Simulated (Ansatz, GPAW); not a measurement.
Given: the input of a run of GPAW 26.7.0 (ASE script) on PbS (Galena). 

The input run.py:

```python
from ase.dft.bandgap import bandgap
from ase.io import read, write
from ase.units import Bohr, GPa
from gpaw import GPAW, PW
from gpaw.elf import elf_from_dft_calculation

atoms = read('PbS.xyz')

calc = GPAW(mode=PW(600),
            xc='PBE',
            kpts={'size': (8, 8, 8), 'gamma': True},
            occupations={'name': 'methfessel-paxton', 'order': 0, 'width': 0.019000000000000003},
            nbands=19,
            convergence={'density': 1e-05, 'energy': 1e-05},
            maxiter=150,
            txt='gpaw.txt')
atoms.calc = calc
energy = atoms.get_potential_energy()
forces = atoms.get_forces()
stress = atoms.get_stress()
calc.write('gs.gpw')
write('result.traj', atoms)
print(f'Energy: {energy:.6f} eV')
print('Forces (eV/A):')
print(forces.round(4))
print('Stress (GPa):', (stress / GPa).round(3))
print('Fermi level:', round(calc.get_fermi_level(), 4), 'eV')
print(f'Gap: {bandgap(calc)[0]:.4f} eV, direct: {bandgap(calc, direct=True)[0]:.4f} eV')

# fields on the real-space grid
write('density.cube', atoms, data=calc.get_pseudo_density() * Bohr**3)
write('potential.cube', atoms, data=calc.get_electrostatic_potential())
write('elf.cube', atoms, data=elf_from_dft_calculation(calc).data)
```

PbS.xyz

```xyz
2
Lattice="0.0000000000 2.9657500000 2.9657500000 2.9657500000 0.0000000000 2.9657500000 2.9657500000 2.9657500000 0.0000000000" Properties=species:S:1:pos:R:3 pbc="T T T"
Pb     0.0000000000      0.0000000000      0.0000000000
S      2.9657500000      2.9657500000      2.9657500000
```

Potentials or basis: GPAW PAW data sets (gpaw-data 1.2.1), pw.

Run with:

```bash
$ OMP_NUM_THREADS=1 python run.py
```

Q: What does the same run look like in Ansatz 0.2.0? Potentials or basis there: all-electron LAPW, scalar-relativistic.

A: As run (cutoffs and basis follow the program's own potentials, and thresholds, step limits or extra output files can differ):

File input.yaml:

```yaml
crystal:
  lattice:
    - [0.0, 2.96575, 2.96575]
    - [2.96575, 0.0, 2.96575]
    - [2.96575, 2.96575, 0.0]
  atoms:
    - { symbol: Pb, position: [0.0, 0.0, 0.0] }
    - { symbol: S, position: [0.5, 0.5, 0.5] }
kpoints:
  mp_grid: { grid: [8, 8, 8] }
scf:
  occupations: { method: gaussian, width: 0.019 }
hamiltonian:
  xc: pbe
  pseudopotentials: { kind: all_electron, lapw: { basis_error: 0.001 } }
output:
  forces: true
  stress: true
  eigenvalues: true
```

Potentials or basis: all-electron LAPW, scalar-relativistic.

Launch:

```bash
$ ansatz run input.yaml --threads 1 --pin off --max-ram 3072MiB --backend cpu --events-out ev --progress --plain --runs-dir out
```

Both were run:

|  | GPAW | Ansatz |
| --- | --- | --- |
| Pressure | 2.0 GPa | 2.2 GPa |

Where Ansatz's input types no cutoff or centring, it takes its own default and a Γ-centred mesh.

Pressure is positive in compression.
